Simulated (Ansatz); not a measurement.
**HfN: one candidate of a structure search**

Where does this trial cell of HfN go when cell and atoms are let free?

Computed with Ansatz 0.2.0 (DFT PBE, scalar-relativistic, plane waves, PAW, unless a step's input says otherwise).

**1. The system as given**

Symmetry: P6/mmm, No. 191, hexagonal system. The conventional cell has a = 3.115 Å, b = 3.115 Å, c = 3.405 Å, α = 90.00°, β = 90.00°, γ = 120.00°. Hf (site symmetry 6/mmm) has 2 N at 1.70 Å as nearest neighbours. Around N (site symmetry 6/mmm) lie 2 Hf at 1.70 Å.

Coordinates:

```
Hf N
1.0
     3.11458    0.00000    0.00000
    -1.55729    2.69731    0.00000
     0.00000    0.00000    3.40523
Hf N
1 1
Cartesian
  0.0000 0.0000 1.7026
  0.0000 0.0000 0.0000
```

Recipe of the guess: random cell by space group and Wyckoff sites (P6/mmm, No. 191). Lengths come from tabulated atomic sizes and are only a guess.

**2. Probe: one point on a coarse mesh**

Contents of input.yaml:

```yaml
crystal:
  lattice:
    - [3.11458331, 0.0, 0.0]
    - [-1.55729165, 2.69730827, 0.0]
    - [0.0, 0.0, 3.40523238]
  atoms:
    - { symbol: Hf, position: [0.0, 0.0, 0.5] }
    - { symbol: "N", position: [0.0, 0.0, 0.0] }
basis:
  ecutwfc: 420
kpoints:
  mp_grid: { grid: [6, 6, 6] }
hamiltonian:
  xc: pbe
scf:
  occupations: { method: gaussian, width: 0.1 }
  lower_state_search: "off"
output:
  forces: true
  stress: true
  eigenvalues: true
```

Run with:

```bash
$ ansatz run input.yaml --threads 1 --pin off --max-ram 2560MiB --backend cpu --events-out ev --progress --plain --runs-dir out
```

The program printed, shortened:

```text
[...]
SCF converged after 7 iterations
Free energy (F): -16101.427772 eV
[...]
E sigma→0 (E₀):  -16101.424902 eV
Entropy (-TS):   -0.005739 eV (-2.870 meV/atom)
Fermi energy:    17.332160 eV
[...]
--- Forces (eV/Å), atoms counted from 1 ---
  atom   1  Hf    -0.00000000     0.00000000     0.00000000
  atom   2  N     -0.00000000     0.00000000     0.00000000
[...]
--- Stress (GPa, compression-positive) ---
       17.616489       0.000000       0.000000
        0.000000      17.616489       0.000000
        0.000000       0.000000     180.612456
  P = ⅓ Tr σ = 71.9485 GPa (719.485 kbar)
--- Band table (eV; the first three rows and the last of 28) ---
  k-point 0: bands = ["-44.3552", "-14.4227", "-12.6673", "-12.6673", "0.8723", "5.4887", "5.6743", "5.6743", "5.7723", "5.8100", "5.8100", "5.8746", "12.3721", "16.2027", "16.2027", "18.9225", "18.9225", "19.3768", "21.7054", "21.7054"]
[...]
```

Run time: 1.3 s. Hardware: 1 thread of Arm Neoverse V1, shared host; peak memory 0.28 GiB.

Read-out: pressure 71.9 GPa, largest force 0.00 eV/Å, gap on this mesh none (metal). A cheap, loose relaxation comes first.

**3. Coarse relaxation**

input.yaml: that of step 2 with these lines changed.

```diff
@@ -21 +21,6 @@
   eigenvalues: true
+relax:
+  adjacent_minimum: "off"
+  f_tol: 0.04
+  max_steps: 70
+  cell: { stress_tol: 0.4 }
```

Run with:

```bash
$ ansatz run input.yaml --threads 1 --pin off --max-ram 2560MiB --backend cpu --events-out ev --progress --plain --runs-dir out
```

The program printed:

```text
Warning: RAYON_NUM_THREADS=1 ignored (pool sized by the plan → 1); use --threads N
Engine: ansatz 0.2.0, aarch64-unknown-linux-gnu
Pseudopotentials: kind: paw
Pseudopotential: Hf, paw, valence charge 26, recommended cutoff 420 eV (normal), Hf.paw.azcp
Pseudopotential: N, paw, valence charge 5, recommended cutoff 420 eV (normal), N.paw.azcp
Functional definition: PBE
  parameter kappa = 0.804
  parameter beta = 0.06672455060314922
  exchange = pbe_x(kappa = kappa, mu = beta*pi^2/3)
  correlation = pbe_c(beta = beta)
Crystal: 2 atoms, lattice volume = 28.607 Å³
Basis set: ecut = 420 eV, 563 PW (Γ), exchange–correlation on 48×48×48 points (8 copies of the dense FFT grid, shifted against one another)
Bands: 20, of which v1, the nominal top of the filled ones, is band 16 counted from 1 (15 counted from 0)
Symmetry: 24 space group operations
Space group: P6/mmm (ITA 191), of the structure as read, at distance tolerance 3.1e-5 Å
k-points: 28 of 216
Non-local potential: Hf, projectors of the file, l = 0: 3, l = 1: 2, l = 2: 2, l = 3: 3
Non-local potential: N, projectors of the file, l = 0: 2, l = 1: 2, l = 2: 1
PAW form: soft (Blöchl's): semilocal exchange-correlation on the pseudo side does not see the compensation charge
PAW one-centre angular grid: Hf, 590 points (default); XC on 64 Gauss nodes
PAW one-centre angular grid: N, 110 points (default); XC on 64 Gauss nodes
Initial density: superposition of atomic densities (neutral atoms: chi_scale 0, normalization atom), corrected by the library's trained network
Initial wavefunctions: pseudopotential atomic-orbital guess
Functional: x = pbe(κ = 0.804, μ = 0.2195149727645171), c = pbe(β = 0.06672455060314922)
SCF iter   1: F=—  HF=-16101.462956 eV  |F-HF|=—  |Δ(HF+E_count)|=         —  Δρ=3.11e-2  dr2=2.05e-1  ethr=1.77e-3  ⟨swp⟩=4.9  Hψ=2298  notcnv=0
preconditioner: auto → none  [metal: Δε(μ)=0.090 eV  Ē_g=18.064 eV  σ=0.100 eV  W_gap=0.45  n_scr=8 (ndim 8)  ℏωp=37.4 eV  f_vac=0.000  D(μ)=1.42/eV (n_scr^D=20)  sad-step TF]
SCF iter   2: F=—  HF=-16101.443380 eV  |F-HF|=—  |Δ(HF+E_count)|=   1.96e-2  Δρ=1.65e-2  dr2=9.77e-2  ethr=6.61e-4  ⟨swp⟩=1.8  Hψ=838  notcnv=0  defer=5
SCF iter   3: F=—  HF=-16101.434721 eV  |F-HF|=—  |Δ(HF+E_count)|=   8.66e-3  Δρ=5.55e-3  dr2=6.94e-3  ethr=3.15e-4  ⟨swp⟩=2.0  Hψ=962  notcnv=0  defer=5
SCF iter   4: F=—  HF=-16101.428271 eV  |F-HF|=—  |Δ(HF+E_count)|=   6.45e-3  Δρ=2.11e-3  dr2=1.33e-3  ethr=2.24e-5  ⟨swp⟩=2.0  Hψ=1094  notcnv=0  defer=7
SCF iter   5: F=—  HF=-16101.427739 eV  |F-HF|=—  |Δ(HF+E_count)|=   5.32e-4  Δρ=5.43e-4  dr2=7.69e-5  ethr=4.29e-6  ⟨swp⟩=2.0  Hψ=892  notcnv=0  defer=7
SCF iter   6: F=—  HF=-16101.427771 eV  |F-HF|=—  |Δ(HF+E_count)|=   3.20e-5  Δρ=8.66e-5  dr2=8.57e-7  ethr=2.48e-7  ⟨swp⟩=2.0  Hψ=969  notcnv=0  defer=7
SCF iter   7: F=-16101.427772 eV  HF=-16101.427772 eV  |F-HF|=1.80e-8  |Δ(HF+E_count)|=   1.00e-6  Δρ=1.79e-5  dr2=4.34e-8  ethr=3.23e-10  ⟨swp⟩=7.0  Hψ=2644  notcnv=0
SCF 1 converged in 7 iterations: F = -16101.427772 eV  dr2 = 4.34e-8
relax step   1: F+E_penalty+E_count = -16101.42777199 eV  Δ(F+E_penalty+E_count) = +0.000e0 eV  max|allowed force component| = 1.233e-32 eV/Å  Δτ_max = 0.0000 Å  P = +71.948 GPa  Ω = 28.607 Å³  (7 SCF iters, dr2 threshold 1.00e-7 eV, accepted)
Crystal: 2 atoms, lattice volume = 30.616 Å³
Initial density: handed on by an earlier stage of this run
Initial wavefunctions: those handed on with the density
iter 1 solved again at ethr=5.65e-4 eV; its pass at ethr=3.10e-3 eV (dr2=1.75e-1 eV) is discarded
SCF iter   1: F=—  HF=-16102.743183 eV  |F-HF|=—  |Δ(HF+E_count)|=         —  Δρ=2.67e-2  dr2=1.75e-1  ethr=5.65e-4  ⟨swp⟩=1.0  Hψ=3112  notcnv=0
preconditioner: auto → none  [metal: Δε(μ)=0.043 eV  Ē_g=17.653 eV  σ=0.100 eV  W_gap=0.23  n_scr=8 (ndim 8)  ℏωp=36.1 eV  f_vac=0.009  D(μ)=2.25/eV (n_scr^D=22)]
SCF iter   2: F=—  HF=-16102.708098 eV  |F-HF|=—  |Δ(HF+E_count)|=   3.51e-2  Δρ=9.33e-3  dr2=2.13e-2  ethr=5.65e-4  ⟨swp⟩=2.3  Hψ=889  notcnv=0
SCF iter   3: F=—  HF=-16102.705189 eV  |F-HF|=—  |Δ(HF+E_count)|=   2.91e-3  Δρ=1.95e-3  dr2=8.04e-4  ethr=6.87e-5  ⟨swp⟩=2.0  Hψ=948  notcnv=0  defer=1
SCF iter   4: F=—  HF=-16102.703733 eV  |F-HF|=—  |Δ(HF+E_count)|=   1.46e-3  Δρ=1.02e-3  dr2=1.04e-4  ethr=2.60e-6  ⟨swp⟩=2.0  Hψ=1067  notcnv=0  defer=1
SCF iter   5: F=—  HF=-16102.703828 eV  |F-HF|=—  |Δ(HF+E_count)|=   9.60e-5  Δρ=1.75e-4  dr2=7.38e-6  ethr=3.34e-7  ⟨swp⟩=2.0  Hψ=993  notcnv=0  defer=1
SCF iter   6: F=—  HF=-16102.703904 eV  |F-HF|=—  |Δ(HF+E_count)|=   7.53e-5  Δρ=5.05e-5  dr2=3.95e-7  ethr=2.38e-8  ⟨swp⟩=2.0  Hψ=941  notcnv=0  defer=1
SCF iter   7: F=—  HF=-16102.703902 eV  |F-HF|=—  |Δ(HF+E_count)|=   1.70e-6  Δρ=1.38e-5  dr2=2.00e-8  ethr=6.45e-10  ⟨swp⟩=6.5  Hψ=2800  notcnv=0
SCF iter   8: F=-16102.703902 eV  HF=-16102.703902 eV  |F-HF|=2.73e-11  |Δ(HF+E_count)|=   8.22e-8  Δρ=8.75e-7  dr2=1.01e-10  ethr=6.46e-11  ⟨swp⟩=4.4  Hψ=1982  notcnv=0
SCF 2 converged in 8 iterations: F = -16102.703902 eV  dr2 = 1.01e-10
relax step   2: F+E_penalty+E_count = -16102.70390202 eV  Δ(F+E_penalty+E_count) = -1.276e0 eV  max|allowed force component| = 1.926e-33 eV/Å  Δτ_max = 0.0000 Å  P = +46.693 GPa  Ω = 30.616 Å³  energy of the carried Pulay correction = -1.070e-2 eV  (8 SCF iters, dr2 threshold 2.00e-7 eV, accepted)
Crystal: 2 atoms, lattice volume = 33.019 Å³
Basis set: ecut = 420 eV, 661 PW (Γ), exchange–correlation on 48×48×48 points (8 copies of the dense FFT grid, shifted against one another)
iter 1 solved again at ethr=6.53e-4 eV; its pass at ethr=3.10e-3 eV (dr2=2.02e-1 eV) is discarded
SCF iter   1: F=—  HF=-16103.593551 eV  |F-HF|=—  |Δ(HF+E_count)|=         —  Δρ=3.40e-2  dr2=2.02e-1  ethr=6.53e-4  ⟨swp⟩=1.1  Hψ=3107  notcnv=0
preconditioner: auto → LDOS  [metal: Δε(μ)=0.079 eV  Ē_g=17.219 eV  σ=0.100 eV  W_gap=0.39  n_scr=8 (ndim 8)  ℏωp=34.8 eV  f_vac=0.013  D(μ)=2.14/eV (n_scr^D=22)  β→1.0]
SCF iter   2: F=—  HF=-16103.561966 eV  |F-HF|=—  |Δ(HF+E_count)|=   3.16e-2  Δρ=1.60e-2  dr2=3.52e-2  ethr=6.53e-4  ⟨swp⟩=2.3  Hψ=1041  notcnv=0
preconditioner: auto → none  [metal: Δε(μ)=0.041 eV  Ē_g=16.931 eV  σ=0.100 eV  W_gap=0.22  n_scr=8 (ndim 8)  ℏωp=34.8 eV  f_vac=0.001  D(μ)=3.67/eV (n_scr^D=52)  β→0.5]
SCF iter   3: F=—  HF=-16103.569406 eV  |F-HF|=—  |Δ(HF+E_count)|=   7.44e-3  Δρ=1.72e-2  dr2=1.51e-1  ethr=1.14e-4  ⟨swp⟩=2.0  Hψ=1180  notcnv=0  defer=5  recentre
SCF iter   4: F=—  HF=-16103.549485 eV  |F-HF|=—  |Δ(HF+E_count)|=   1.99e-2  Δρ=3.27e-3  dr2=1.07e-3  ethr=1.14e-4  ⟨swp⟩=2.0  Hψ=928  notcnv=0  defer=5
SCF iter   5: F=—  HF=-16103.549571 eV  |F-HF|=—  |Δ(HF+E_count)|=   8.64e-5  Δρ=1.31e-3  dr2=2.60e-4  ethr=3.46e-6  ⟨swp⟩=2.0  Hψ=978  notcnv=0  defer=5
SCF iter   6: F=—  HF=-16103.549511 eV  |F-HF|=—  |Δ(HF+E_count)|=   5.98e-5  Δρ=6.01e-4  dr2=6.28e-5  ethr=8.38e-7  ⟨swp⟩=2.1  Hψ=885  notcnv=0  defer=5
SCF iter   7: F=—  HF=-16103.549568 eV  |F-HF|=—  |Δ(HF+E_count)|=   5.71e-5  Δρ=7.28e-5  dr2=7.70e-7  ethr=2.03e-7  ⟨swp⟩=2.1  Hψ=767  notcnv=0  defer=5
SCF iter   8: F=-16103.549568 eV  HF=-16103.549568 eV  |F-HF|=1.02e-8  |Δ(HF+E_count)|=   5.71e-8  Δρ=1.18e-5  dr2=2.61e-8  ethr=6.45e-10  ⟨swp⟩=6.7  Hψ=2880  notcnv=0
SCF 3 converged in 8 iterations: F = -16103.549568 eV  dr2 = 2.61e-8
relax step   3: F+E_penalty+E_count = -16103.54956833 eV  Δ(F+E_penalty+E_count) = -8.457e-1 eV  max|allowed force component| = 1.233e-32 eV/Å  Δτ_max = 0.0000 Å  P = +29.819 GPa  Ω = 33.019 Å³  energy of the carried Pulay correction = -2.226e-2 eV  (8 SCF iters, dr2 threshold 2.00e-7 eV, accepted)
[... from here on, the SCF cycles and remarks between the steps are left out ...]
relax step   4: F+E_penalty+E_count = -16103.97209816 eV  Δ(F+E_penalty+E_count) = -4.225e-1 eV  max|allowed force component| = 2.582e-28 eV/Å  Δτ_max = 0.0000 Å  P = +9.722 GPa  Ω = 35.404 Å³  energy of the carried Pulay correction = -3.320e-2 eV  (6 SCF iters, dr2 threshold 2.00e-7 eV, accepted)
relax step   5: F+E_penalty+E_count = -16104.03890186 eV  Δ(F+E_penalty+E_count) = -6.680e-2 eV  max|allowed force component| = 2.054e-33 eV/Å  Δτ_max = 0.0000 Å  P = +0.862 GPa  Ω = 39.143 Å³  energy of the carried Pulay correction = -4.473e-2 eV  (7 SCF iters, dr2 threshold 2.00e-7 eV, accepted)
relax step   6: F+E_penalty+E_count = -16104.04273311 eV  Δ(F+E_penalty+E_count) = -3.831e-3 eV  max|allowed force component| = 3.641e-29 eV/Å  Δτ_max = 0.0000 Å  P = +0.055 GPa  Ω = 38.872 Å³  energy of the carried Pulay correction = -4.440e-2 eV  (6 SCF iters, dr2 threshold 2.00e-7 eV, accepted)
relax step   7: F+E_penalty+E_count = -16104.12969549 eV  Δ(F+E_penalty+E_count) = -8.696e-2 eV  max|allowed force component| = 3.661e-29 eV/Å  Δτ_max = 0.0000 Å  P = +2.293 GPa  Ω = 38.872 Å³  stress off target by 3.15e0 GPa  SCF on the basis re-selected at this cell (its energy is not comparable with the rows above)  (7 SCF iters)
relax step   8: F+E_penalty+E_count = -16104.13647080 eV  Δ(F+E_penalty+E_count) = -6.775e-3 eV  max|allowed force component| = 3.081e-33 eV/Å  Δτ_max = 0.0000 Å  P = +0.314 GPa  Ω = 40.078 Å³  energy of the carried Pulay correction = -1.913e-3 eV  (7 SCF iters, dr2 threshold 2.00e-7 eV, accepted)
relax step   9: F+E_penalty+E_count = -16104.13849426 eV  Δ(F+E_penalty+E_count) = -2.023e-3 eV  max|allowed force component| = 2.465e-32 eV/Å  Δτ_max = 0.0000 Å  P = +0.353 GPa  Ω = 40.078 Å³  stress off target by 4.25e-1 GPa  SCF on the basis re-selected at this cell (its energy is not comparable with the rows above)  (5 SCF iters)
relax step  10: F+E_penalty+E_count = -16104.13846113 eV  Δ(F+E_penalty+E_count) = +3.314e-5 eV  max|allowed force component| = 1.410e-29 eV/Å  Δτ_max = 0.0000 Å  P = -0.012 GPa  Ω = 40.431 Å³  energy of the carried Pulay correction = -5.325e-4 eV  (6 SCF iters, dr2 threshold 2.00e-7 eV, accepted)
iter 1 solved again at ethr=8.19e-8 eV; its pass at ethr=3.10e-3 eV (dr2=2.54e-5 eV) is discarded
SCF iter   1: F=—  HF=-16104.138985 eV  |F-HF|=—  |Δ(HF+E_count)|=         —  Δρ=4.02e-5  dr2=1.07e-7  ethr=8.19e-8  ⟨swp⟩=3.0  Hψ=3679  notcnv=0
preconditioner: auto → LDOS  [metal: Δε(μ)=0.055 eV  Ē_g=16.681 eV  σ=0.100 eV  W_gap=0.30  n_scr=8 (ndim 8)  ℏωp=31.4 eV  f_vac=0.023  D(μ)=1.37/eV (n_scr^D=8)  β→1.0]
SCF iter   2: F=—  HF=-16104.139076 eV  |F-HF|=—  |Δ(HF+E_count)|=   9.16e-5  Δρ=2.45e-5  dr2=2.03e-7  ethr=3.46e-10  ⟨swp⟩=3.0  Hψ=1221  notcnv=0
SCF iter   3: F=—  HF=-16104.139076 eV  |F-HF|=—  |Δ(HF+E_count)|=   2.11e-7  Δρ=6.60e-6  dr2=9.69e-9  ethr=3.46e-10  ⟨swp⟩=2.9  Hψ=1081  notcnv=0
SCF iter   4: F=-16104.139076 eV  HF=-16104.139076 eV  |F-HF|=1.46e-11  |Δ(HF+E_count)|=   8.28e-9  Δρ=1.25e-6  dr2=1.76e-10  ethr=4.13e-12  ⟨swp⟩=3.1  Hψ=2445  notcnv=0
SCF 11 converged in 4 iterations: F = -16104.139076 eV  dr2 = 1.76e-10
relax step  11: F+E_penalty+E_count = -16104.13907593 eV  Δ(F+E_penalty+E_count) = -6.148e-4 eV  max|allowed force component| = 1.167e-29 eV/Å  Δτ_max = 0.0000 Å  P = -0.004 GPa  Ω = 40.431 Å³  stress off target by 1.04e-1 GPa  SCF on the basis re-selected at this cell (its energy is not comparable with the rows above)  (4 SCF iters)
basis re-selected at this cell: Δ(F+E_penalty+E_count) = -6.148e-4 eV, ΔP = +0.008 GPa vs the last step (what re-selecting the basis moved, of the pressure what is left beyond the Pulay correction that the steps carried, after the strain that the cell walked since its last selection, with what the two solves' SCF thresholds leave and, on support functions, any second-order correction that the steps lacked; it is no measure of the basis error at this ecutwfc). This SCF's stress stands 1.04e-1 GPa from its target on what of the cell is left free (relax.cell.stress_tol is 4.00e-1 GPa) and its largest allowed force component is 1.17e-29 eV/Å (relax.f_tol is 4.00e-2 eV/Å): within both
SCF converged after 4 iterations
Free energy (F): -16104.139076 eV
Harris-Foulkes:  -16104.139076 eV  (|F-HF|=1.46e-11)
Internal energy: -16104.132229 eV  (E = F + TS)
E sigma→0 (E₀):  -16104.135652 eV
Entropy (-TS):   -0.006847 eV (-3.423 meV/atom)
Fermi energy:    10.510690 eV
--- Per-component energies (eV) ---
  E_band       = -175.348675
  E_kinetic    = 548.340271
  E_local      = -6661.790127  (includes V_loc(G=0)·N_el)
  E_nonlocal   = -1196.695936
  E_hartree    = 3035.370820
  E_xc         = -357.427503
  E_vxc        = -338.724520  (∫ρ·V_xc dr)
  E_paw        = -7054.896494  (= ΣΔE_a)
  E_vpaw       = 1402.779795  (= ΣTr[D̂ρ^β])
  E_aug_tail   = 0.000090  (compensation charges beyond the density's cutoff)
  E_ewald      = -4417.033348
  E_smearing   = -0.006847  (= −TS)
  E_closure    = -0.000000  (closes the sum)
  Σ components = -16104.139076   (vs F -16104.139076, Δ=0.00e0)
--- Forces (eV/Å), atoms counted from 1 ---
  atom   1  Hf    -0.00000000     0.00000000     0.00000000
  atom   2  N      0.00000000    -0.00000000    -0.00000000
  max |Σ_I F_I| component: 2.27e-29 eV/Å
--- Stress (GPa, compression-positive) ---
        0.045919       0.000000      -0.000000
        0.000000       0.045919      -0.000000
       -0.000000      -0.000000      -0.103787
  P = ⅓ Tr σ = -0.0040 GPa (-0.040 kbar)
--- Band table (eV; the first three rows and the last of 28) ---
  k-point 0: bands = ["-50.9753", "-19.6519", "-19.6519", "-19.5469", "-2.8480", "-1.0793", "-1.0376", "-0.9100", "-0.9100", "-0.8530", "-0.8184", "-0.8184", "7.1747", "10.5396", "10.9229", "10.9229", "12.4935", "12.4935", "14.8620", "14.8620"]
  k-point 1: bands = ["-50.9751", "-19.6504", "-19.6504", "-19.5760", "-2.5184", "-1.0793", "-1.0376", "-0.9102", "-0.9102", "-0.8142", "-0.8142", "-0.7952", "7.2117", "9.3086", "10.4334", "10.4334", "12.5258", "12.5258", "15.7218", "15.7218"]
  k-point 2: bands = ["-50.9748", "-19.6474", "-19.6474", "-19.6333", "-1.8549", "-1.0792", "-1.0376", "-0.9107", "-0.9107", "-0.8055", "-0.8055", "-0.5069", "6.6992", "7.7205", "9.7423", "9.7423", "12.5917", "12.5917", "16.2716", "17.2888"]
  k-point 27: bands = ["-50.9595", "-19.8338", "-19.8338", "-19.6158", "-1.4149", "-1.0723", "-1.0489", "-0.9061", "-0.9061", "-0.8110", "-0.8110", "0.1983", "6.2421", "7.7590", "7.7590", "11.5115", "11.5115", "15.8668", "17.0862", "17.0862"]
--- Relaxed structure (8 steps of the walk, 8 accepted, 3 SCFs on fresh bases) ---
  F+E_penalty+E_count = -16104.13907593 eV   max|allowed force component| = 1.167e-29 eV/Å   (the final SCF, on the basis selected at the relaxed cell)
  cell:  # Å, volume = 40.4310 Å³
    - [3.4303216692290137, -3.179393365825741e-9, 0.0]
    - [-1.7151608318610714, 2.970745710294263, 0.0]
    - [0.0, 0.0, 3.9674734633934308]
  atoms:
    - { symbol: Hf, position: [5.810703271853733e-38, 1.1621406562363905e-37, 0.5] }
    - { symbol: N, position: [-5.810703271853733e-38, -1.1621406562363905e-37, 0.0] }
```

It took 16 s on 1 thread of Arm Neoverse V1, shared host; peak memory 0.31 GiB.

Relaxation path:

```csv
step,energy from step 1 (eV/cell),largest force component (eV/Å),pressure (GPa),volume (Å³)
1,0.0000,0.0000,71.95,28.61
2,-1.2761,0.0000,46.69,30.62
3,-2.1218,0.0000,29.82,33.02
4,-2.5443,0.0000,9.72,35.40
5,-2.6111,0.0000,0.86,39.14
6,-2.6150,0.0000,0.05,38.87
7,-2.7019,0.0000,2.29,38.87
8,-2.7087,0.0000,0.31,40.08
9,-2.7107,0.0000,0.35,40.08
10,-2.7107,0.0000,-0.01,40.43
11,-2.7113,0.0000,0.00,40.43
```

Step 1 is the start. Steps 7, 9, 11 each repeat the geometry before them on a plane-wave basis chosen anew, so the energy can jump there without any move.

|  | before | after | change |
| --- | --- | --- | --- |
| a (Å) | 3.115 | 3.430 | +10.1 % |
| b (Å) | 3.115 | 3.430 | +10.1 % |
| c (Å) | 3.405 | 3.967 | +16.5 % |
| volume (Å³/atom) | 14.30 | 20.22 | +41.3 % |
| shortest distance (Å) | 1.703 | 1.984 | +16.5 % |
| space group (0.01 Å) | P6/mmm | P6/mmm | same |

The run keeps the 24 symmetry operations of the start, so it could not have lowered the symmetry.

[end of part 1 of 2]
